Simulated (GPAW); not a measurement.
# Co2 Re3 Co2 0001: parallel and opposed starts

A self-consistent run ends on one state, which hangs on the start. Several orders of Co2 Re3 Co2 0001 are started in GPAW and their energies compared.

Main program and level: GPAW 26.7.0; PBE; plane waves with GPAW's PAW setups, scalar-relativistic.

## 1. The structure

The cell holds 7 atoms: 4 Co and 3 Re. Its edges and angles: a = 2.761 Å, b = 2.761 Å, c = 23.724 Å, α = 90.0°, β = 90.0°, γ = 120.0°. ideal sites on the substrate's mesh, layer spacings from atomic volumes, unrelaxed, 12 A of vacuum. Vacuum lies along c.

Coordinates:

```cif
data_structure
_symmetry_space_group_name_H-M 'P 1'
_symmetry_Int_Tables_number 1
_cell_length_a 2.7610
_cell_length_b 2.7610
_cell_length_c 23.7240
_cell_angle_alpha 90.000
_cell_angle_beta 90.000
_cell_angle_gamma 120.000
_cell_volume 156.62
loop_
_atom_site_label
_atom_site_type_symbol
_atom_site_fract_x
_atom_site_fract_y
_atom_site_fract_z
_atom_site_occupancy
Co1 Co 0.00000 0.00000 0.25291 1
Co2 Co 0.33333 0.66667 0.32378 1
Re3 Re 0.00000 0.00000 0.40614 1
Re4 Re 0.33333 0.66667 0.50000 1
Re5 Re 0.00000 0.00000 0.59386 1
Co6 Co 0.33333 0.66667 0.67622 1
Co7 Co 0.00000 0.00000 0.74709 1
```

## 2. Order 1, typed as ferro ++++

The parallel start comes first: it fits the smallest cell, keeps the most symmetry and shows whether parallel moments form.

order1.py

```python
import json
import numpy as np
from ase import Atoms
from ase.parallel import paropen, parprint
from gpaw import GPAW

atoms = Atoms(['Co', 'Co', 'Re', 'Re', 'Re', 'Co', 'Co'],
    cell=[[2.761, 0.0, 0.0],
         [-1.3805, 2.391096, 0.0],
         [0.0, 0.0, 23.724046]],
    scaled_positions=[[0.0, 0.0, 0.252908],
         [0.333333, 0.666667, 0.323779],
         [0.0, 0.0, 0.406143],
         [0.333333, 0.666667, 0.5],
         [0.0, 0.0, 0.593857],
         [0.333333, 0.666667, 0.676221],
         [0.0, 0.0, 0.747092]],
    pbc=True,
    magmoms=[1.8, 1.8, 0.0, 0.0, 0.0, 1.8, 1.8])
atoms.calc = GPAW(mode={'name': 'pw', 'ecut': 450},
    xc='PBE',
    kpts={'size': (20, 20, 1), 'gamma': True},
    occupations={'name': 'fermi-dirac', 'width': 0.05},
    convergence={'density': 1e-05, 'energy': 1e-05},
    maxiter=200,
    mixer={'name': 'pulay', 'beta': 0.03, 'nmaxold': 8, 'weight': 100},
    symmetry={'tolerance': 1e-4},
    txt='order1.txt')
e = atoms.get_potential_energy(force_consistent=True)
res = {'free_energy': e, 'energy_sigma0': atoms.get_potential_energy(), 'fermi_energy': atoms.calc.get_fermi_level()}
res['moments'] = atoms.get_magnetic_moments().tolist()
res['total'] = atoms.get_magnetic_moment()
parprint('site moments (muB):', np.round(res['moments'], 3))
parprint(f"total moment: {res['total']:.3f} muB")
parprint(f'free energy: {e:.6f} eV')
atoms.calc.write('order1.gpw')
with paropen('results.json', 'w') as f:
    json.dump(res, f)
```

On the command line:

```bash
$ OMP_NUM_THREADS=1 mpirun -n 4 gpaw python order1.py > order1.log
```

Numbers of over 12 decimals in the logs are rounded to 6 here.

The log of the run:

```text
site moments (muB): [ 1.881  1.342 -0.088 -0.003 -0.088  1.342  1.881]
total moment: 6.169 muB
free energy: -64.437267 eV

--- order1.txt ---
Input parameters:
  mode=PW(ecut=450),
  convergence={'density': 1e-05, 'energy': 1e-05},
  kpts=MonkhorstPack(size=(20, 20, 1), gamma=True),
  maxiter=200,
  mixer=Pulay(name='pulay', nmaxold=8, beta=0.03, weight=100, sigma=0.015, g_ss=None),
  occupations=Occupations(name='fermi-dirac', width=0.05),
  symmetry=Symmetry(tolerance=0.0001),
  xc=XC(name='PBE')

Diagonalizing LCAO Hamiltonian
Converting LCAO to pw mode

       Co

        Co

       Re

        Re

       Re

        Co

       Co

Atoms  # Å, Bohr magnetons
|   | symbol |         x |        y |         z |    initial magnetic moments |
|---|--------|-----------|----------|-----------|-----------------------------|
| 0 |     Co |  0.000000 | 0.000000 |  6.000001 | ( 0.0000,  0.0000,  1.8000) |
| 1 |     Co | -0.000001 | 1.594065 |  7.681348 | ( 0.0000,  0.0000,  1.8000) |
| 2 |     Re |  0.000000 | 0.000000 |  9.635355 | ( 0.0000,  0.0000,  0.0000) |
| 3 |     Re | -0.000001 | 1.594065 | 11.862023 | ( 0.0000,  0.0000,  0.0000) |
| 4 |     Re |  0.000000 | 0.000000 | 14.088691 | ( 0.0000,  0.0000,  0.0000) |
| 5 |     Co | -0.000001 | 1.594065 | 16.042698 | ( 0.0000,  0.0000,  1.8000) |
| 6 |     Co |  0.000000 | 0.000000 | 17.724045 | ( 0.0000,  0.0000,  1.8000) |

Unit cell  # Å
| periodic |         x |        y |         z |   lengths |     angles |
|----------|-----------|----------|-----------|-----------|------------|
|      yes |  2.761000 | 0.000000 |  0.000000 |  2.761000 |  90.000000 |
|      yes | -1.380500 | 2.391096 |  0.000000 |  2.761000 |  90.000000 |
|      yes |  0.000000 | 0.000000 | 23.724046 | 23.724046 | 120.000001 |

Number of symmetries: 12

BZ-sampling:
  Number of BZ points: 400
  Number of IBZ points: 44

  Monkhorst-Pack size: [20, 20, 1]
  Monkhorst-Pack shift: [0.025, 0.025, 0.0]

K-points  # in reciprocal-cell coordinates
|     |                                coordinates |     weight |
|-----|--------------------------------------------|------------|
|   0 | ( -0.00000000,  -0.00000000,   0.00000000) | 0.00250000 |
|   1 | (  0.05000000,  -0.00000000,   0.00000000) | 0.01500000 |
|   2 | (  0.10000000,  -0.05000000,   0.00000000) | 0.01500000 |
|   3 | (  0.10000000,  -0.00000000,   0.00000000) | 0.01500000 |
|   4 | (  0.15000000,  -0.05000000,   0.00000000) | 0.03000000 |
|   5 | (  0.15000000,  -0.00000000,   0.00000000) | 0.01500000 |
|   6 | (  0.20000000,  -0.10000000,   0.00000000) | 0.01500000 |
|   7 | (  0.20000000,  -0.05000000,   0.00000000) | 0.03000000 |
|   8 | (  0.20000000,  -0.00000000,   0.00000000) | 0.01500000 |
|   9 | (  0.25000000,  -0.10000000,   0.00000000) | 0.03000000 |
| ... |                                            |            |
|  43 | (  0.50000000,   0.50000000,   0.00000000) | 0.00750000 |

Plane wave coefficients: 3419
Cutoff: 450.000000 eV

Spin-components: 2 (collinear spins)
Bands:           54
Projectors:      42
Spin-degeneracy: 1
Datatype:        complex128

Parallelization:
  kpt:    4
  domain: 1
  band:   1

Density:
  Valence electrons: 75.0
  Components: 2
  Grid points: [ 14  14 120]
  Charge: 0.0  # |e|

Potential:
  Grid points: [ 14  14 120]

species:
  Co:
    name:    Cobalt
    Z:       27.0
    valence: 9
    core:    18
    charge:  0.0  # [|e|]
    compensation charges:
      type: gauss
      rc: 0.32  # [Å]
      lmax: 2
    cutoffs:
      filter: 1.87  # [Å]
      core: 2.55  # [Å]
    projectors
    | kind |    occ | energy [eV] | rcut [Å] |
    |------|--------|-------------|----------|
    |   4s |  2.000 |      -5.469 |    1.005 |
    |   4p |  0.000 |      -1.277 |    1.058 |
    |   3d |  7.000 |      -8.205 |    1.005 |
    |    s |        |      21.742 |    1.005 |
    |    p |        |      25.934 |    1.058 |
    |    d |        |      19.007 |    1.005 |

    Using partial waves for Co as LCAO basis

  Re:
    name:    Rhenium
    Z:       75.0
    valence: 13
    core:    62
    charge:  0.0  # [|e|]
    compensation charges:
      type: gauss
      rc: 0.42  # [Å]
      lmax: 2
    cutoffs:
      filter: 2.40  # [Å]
      core: 2.76  # [Å]
    projectors
    | kind |    occ | energy [eV] | rcut [Å] |
    |------|--------|-------------|----------|
    |   6s |  2.000 |      -5.924 |    1.376 |
    |   5p |  6.000 |     -47.045 |    1.376 |
    |   6p |  0.000 |      -1.325 |    1.376 |
    |   5d |  5.000 |      -5.383 |    1.307 |
    |    s |        |      21.287 |    1.376 |
    |    d |        |      21.828 |    1.307 |

    Using partial waves for Re as LCAO basis

Reference energy: -1512673.506170  # eV

eigensolver:
  PPCG
  Converge bands: occupied
  niter=2

density mixing:
  Pulay-Mixer
  Linear mixing parameters: 0.03
  Old densities: 8
  Fourier metric: weight=100, sigma=0.015

occupation numbers:
  Fermi-Dirac:
    width: 0.0500  # eV

poisson solver:
  ecut: 3600.000000  # eV

xc functional:
  name: PBE with 2 nearest neighbor stencil

convergence criteria:
- Maximum integral of absolute [dens]ity change: 1e-05 electrons / valence electron
- Maximum [total energy] change in last 3 cyles: 1e-05 eV / valence electron
- Maximum integral of absolute [eigenst]ate change: 4e-08 eV^2 / valence electron
maximum number of iterations: 200

SCF iterations
|iter     |      energy | eigst |  dens |  magmom |
|---------|-------------|-------|-------|---------|
|iter:   1|       0s |  -67.907502 | +0.34 |       |  +7.2090|
|iter:   2|       5s |  -69.906832 | -0.76 | -0.82 |  +7.1217|
|iter:   3|      11s |  -65.524794 | -1.37 | -0.79 |  +7.1421|
|iter:   4|      17s |  -65.280347 | -2.46 | -1.11 |  +7.1128|
|iter:   5|      23s |  -64.422580 | -1.24 | -1.13 |  +6.9235|
|iter:   6|      29s |  -64.357485 | -2.33 | -1.31 |  +6.8772|
|iter:   7|      34s |  -64.456086 | -1.44 | -1.34 |  +6.6355|
|iter:   8|      40s |  -64.424608 | -1.91 | -1.47 |  +6.5957|
|iter:   9|      46s |  -64.300021 | -2.86 | -1.47 |  +6.5937|
|iter:  10|      52s |  -64.315155 | -2.82 | -1.62 |  +6.5182|
[... 27 iterations left out ...]
|iter:  38|     202s |  -64.403629c| -7.78c| -4.46 |  +6.1692|
|iter:  39|     205s |  -64.403629c| -8.10c| -4.56 |  +6.1692|
|iter:  40|     208s |  -64.403629c| -8.42c| -4.61 |  +6.1692|
|iter:  41|     211s |  -64.403629c| -8.42c| -4.63 |  +6.1693|
|iter:  42|     213s |  -64.403629c| -8.85c| -4.65 |  +6.1693|
|iter:  43|     216s |  -64.403629c| -8.36c| -4.65 |  +6.1693|
|iter:  44|     219s |  -64.403629c| -8.44c| -4.75 |  +6.1693|
|iter:  45|     222s |  -64.403629c| -8.77c| -4.86 |  +6.1693|
|iter:  46|     224s |  -64.403629c| -8.61c| -4.89 |  +6.1692|
|iter:  47|     227s |  -64.403629c| -8.92c| -5.02c|  +6.1692|

Converged in 47 steps
Energy contributions relative to reference atoms: (reference = -1512673.506170)

Energy contributions:
  Kinetic:          47.994886
  Coulomb:         -46.670329
  Zero:              1.121014
  External:          0.000000
  Xc:              -66.815561
  Entropy:          -0.067277
  Spinorbit:         0.000000
  ----------------------------
  Free energy:     -64.437267
  Extrapolated:    -64.403629

dipole moment: (-24.525805, -24.950157, -0.000040)  # |e|*Ang

Total magnetic moment: (0.000000, 0.000000, 6.169184)

Local magnetic moments
|        x |        y |         z |
|----------|----------|-----------|
| 0.000000 | 0.000000 |  1.880712 |  # Co   0
| 0.000000 | 0.000000 |  1.341517 |  # Co   1
| 0.000000 | 0.000000 | -0.087732 |  # Re   2
| 0.000000 | 0.000000 | -0.002663 |  # Re   3
| 0.000000 | 0.000000 | -0.087732 |  # Re   4
| 0.000000 | 0.000000 |  1.341517 |  # Co   5
| 0.000000 | 0.000000 |  1.880712 |  # Co   6

Fermi level: 5.176
Eigenvalues  # (at kpt = [-0.000, -0.000, 0.000])
| band index |      eig [eV] | occ [0-1] |      eig [eV] | occ [0-1] |
|------------|---------------|-----------|---------------|-----------|
|          0 |       -37.095 |     1.000 |       -37.129 |     1.000 |
|        ... |               |           |               |           |
|         33 |         3.665 |     1.000 |         4.666 |     1.000 |
|         34 |         3.665 |     1.000 |         5.067 |     0.899 |
|         35 |         3.754 |     1.000 |         5.071 |     0.892 |
|         36 |         3.754 |     1.000 |         5.074 |     0.887 |
|         37 |         3.932 |     1.000 |         5.074 |     0.886 |
|         38 |         3.932 |     1.000 |         5.225 |     0.276 |
|         39 |         4.239 |     1.000 |         5.225 |     0.276 |
|         40 |         4.493 |     1.000 |         5.898 |     0.000 |
|         41 |         4.493 |     1.000 |         5.898 |     0.000 |
|         42 |         4.709 |     1.000 |         6.028 |     0.000 |
|         43 |         4.709 |     1.000 |         6.028 |     0.000 |
|         44 |         6.266 |     0.000 |         6.441 |     0.000 |
|         45 |         6.292 |     0.000 |         6.519 |     0.000 |
|         46 |         6.292 |     0.000 |         6.519 |     0.000 |
|         47 |         6.676 |     0.000 |         6.821 |     0.000 |
|         48 |         7.571 |     0.000 |         7.611 |     0.000 |
|        ... |               |           |               |           |
|         53 |        10.203 |     0.000 |        10.266 |     0.000 |

No gap
No difference between direct/indirect transitions
```

It took 4 min on 4 MPI ranks of Arm Neoverse V2, shared host; peak memory 1.1 GiB.

Spin moment in the augmentation sphere by atom:

```
atom  spin moment in the augmentation sphere (μB)
 Co1                                         1.88
 Co2                                         1.34
 Re3                                        -0.09
 Re4                                         0.00
 Re5                                        -0.09
 Co6                                         1.34
 Co7                                         1.88
```

Numbers from this step:

| Property | Result |
| --- | --- |
| magnetization | 6.169 μB |
| final state | ferromagnetic |

After 47 cycles the largest moment stands at 1.88 μB.

(Continued in part 2 of 2.)

[Logs and program files are shortened in this print: banners, set-up blocks, solver, clock and traceback lines can be left out without a mark of their own.]

[Logs are printed without paths, hosts, clocks, repeated set-up lines and the standing remarks that a program may print on its own settings, such as how far it seeks lower states.]

[Hosts, paths, dates, database ids (printed as entryN), source tags and the programs' standing remarks are cut or masked in the printed files.]

[Where a cell is said to come from a database of computed structures, the database is the Materials Project.]
